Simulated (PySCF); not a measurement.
Atom-mapped SMILES (the numbers label the heavy atoms): `[CH3:1][CH2:2][O:3][CH2:4][CH3:5]`; H(Xn) means a hydrogen on atom n.

GIAO shifts from PySCF 2.14 on PBE0-D3(BJ)/def2-SVP geometries (one conformer, non-relativistic, equivalent nuclei averaged), against TMS at the same level and in the same medium; PCM means IEF-PCM chloroform.

Measured (solution, not stated per compound (mostly CDCl3 or CCl4); Pretsch, Buehlmann, Badertscher, Structure Determination of Organic Compounds, 4th ed. (2009); solution, CDCl3, 298 K; Fulmer et al., Organometallics 2010, 29, 2176): C1/C5 15.4, C2/C4 66.0, H(C1)/H(C5) 1.21, H(C2)/H(C4) 3.48 ppm.

**Question.** Which unscaled values do B97-2/pcSseg-2, gas; PBE0/pcSseg-1, PCM; WP04/pcSseg-1, PCM; wB97X-D/pcSseg-1, PCM give, and how close are they?

**Answer.** 
| atoms | measured | B97-2/pcSseg-2, gas | PBE0/pcSseg-1, PCM | WP04/pcSseg-1, PCM | wB97X-D/pcSseg-1, PCM |
| --- | --- | --- | --- | --- | --- |
| C1/C5 | 15.4 | 18.2 | 17.9 | 19.2 | 18.1 |
| C2/C4 | 66.0 | 70.5 | 68.7 | 70.2 | 68.3 |
| H(C1)/H(C5) | 1.21 | 1.19 | 1.22 | 1.18 | 1.22 |
| H(C2)/H(C4) | 3.48 | 3.33 | 3.32 | 3.21 | 3.28 |

Mean absolute error for 13C: B97-2/pcSseg-2, gas 3.6, PBE0/pcSseg-1, PCM 2.6, WP04/pcSseg-1, PCM 4.0, wB97X-D/pcSseg-1, PCM 2.5 ppm.

Mean absolute error for 1H: B97-2/pcSseg-2, gas 0.08, PBE0/pcSseg-1, PCM 0.09, WP04/pcSseg-1, PCM 0.15, wB97X-D/pcSseg-1, PCM 0.11 ppm.
